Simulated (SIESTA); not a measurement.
The system is Pb.

```
Pb
1.0
     0.00000    2.47502    2.47502
     2.47502    0.00000    2.47502
     2.47502    2.47502    0.00000
Pb
1
Direct
  0.00000 0.00000 0.00000
```

Base run:

| Item | Value |
| --- | --- |
| Program | SIESTA 5.4.2 |
| Functional | vdW-DF-cx |
| Potentials or basis | PseudoDojo 0.4 standard (PBE files) |
| Basis | DZP (energy shift 0.003 Ry; two zetas on semicore shells) |
| Grid cutoff | 500 Ry |
| Energy shift | 0.003 Ry |
| k mesh | 9 × 9 × 9 |
| Occupations | fermi-dirac, width 0.05 eV |
| Spin | no spin polarisation |

Its results: band gap on the k mesh none (metal or under the smearing width); pressure 0.4 GPa.

Question: The run is repeated on the same cell with these changes: functional from vdW-DF-cx to BLYP. What comes out?

Answer: Band gap on the k mesh none (metal or under the smearing width); pressure 6.3 GPa.

Caveats: the potentials were made for another functional, which shifts forces and pressure; spin-orbit coupling is left out, which moves the levels of the heavy elements; the basis of atomic orbitals isn't converged, which shifts pressures, moduli and gaps.
